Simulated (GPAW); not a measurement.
ZnS: band structure with GLLB-SC

**Experimental background.**

“Electronic, vibrational, and thermodynamic properties of ZnS (zincblende and rocksalt structure)”, 2009, arxiv:0911.5022 quotes, for a bulk crystal of ZnS at 19 K: band gap 3.85 eV (direct).

ZnS:

```
Zn S
1.0
     0.00000    2.70200    2.70200
     2.70200    0.00000    2.70200
     2.70200    2.70200    0.00000
Zn S
1 1
Direct
  0.75000 0.75000 0.75000
  0.00000 0.00000 0.00000
```

- Program: GPAW 26.7.0
- Task: band structure
- Functional: GLLB-SC
- Potentials or basis: the program's PAW data sets (release 1.2.1) made for this functional
- Cutoff: 600 eV
- Basis: pw
- k mesh: 7 × 7 × 7
- Occupations: fermi-dirac, width 0.05 eV
- Spin: no spin polarisation
- Maxiter: 150
- Band path: GXWKGLUWLK,UX
- Band points: 80

The band gap on the k mesh with the derivative discontinuity is 3.59 eV. The band gap of the Kohn-Sham levels is 2.55 eV and the derivative discontinuity is 1.04 eV.

Levels at the corners of the path, in eV from the valence-band top:
| point | band 7 | band 8 | band 9 | band 10 | band 11 | band 12 |
| --- | --- | --- | --- | --- | --- | --- |
| Γ | 0.00 | 0.00 | 0.00 | 2.55 | 6.65 | 6.65 |
| X | -4.61 | -2.11 | -2.11 | 3.86 | 4.29 | 11.39 |
| W | -4.48 | -2.67 | -2.57 | 6.10 | 6.20 | 8.26 |
| K | -4.53 | -3.00 | -1.73 | 4.48 | 6.24 | 9.70 |
| Γ | 0.00 | 0.00 | 0.00 | 2.55 | 6.65 | 6.65 |
| L | -5.09 | -0.83 | -0.83 | 3.62 | 7.21 | 7.21 |
| U | -4.53 | -3.00 | -1.73 | 4.48 | 6.24 | 9.70 |
| W | -4.48 | -2.67 | -2.57 | 6.10 | 6.20 | 8.26 |
| L | -5.09 | -0.83 | -0.83 | 3.62 | 7.21 | 7.21 |
| K | -4.53 | -3.00 | -1.73 | 4.48 | 6.24 | 9.70 |
| U | -4.53 | -3.00 | -1.73 | 4.48 | 6.24 | 9.70 |
| X | -4.61 | -2.11 | -2.11 | 3.86 | 4.29 | 11.39 |

It took 35 s on 1 thread of Arm Neoverse V2, with other jobs on the host, peak memory 0.27 GiB.

Against the measured gap of ZnS, 3.85 eV (direct; 19 K; quoted in “Electronic, vibrational, and thermodynamic properties of ZnS (zincblende and rocksalt structure)”, 2009, arxiv:0911.5022), the calculated 3.59 eV is off by -0.26 eV. The value is that of GLLB-SC, without temperature or zero-point motion.

Caveat: the GLLB-SC gap is the Kohn-Sham gap of the path plus the derivative discontinuity; a model potential gives levels but no total energy.
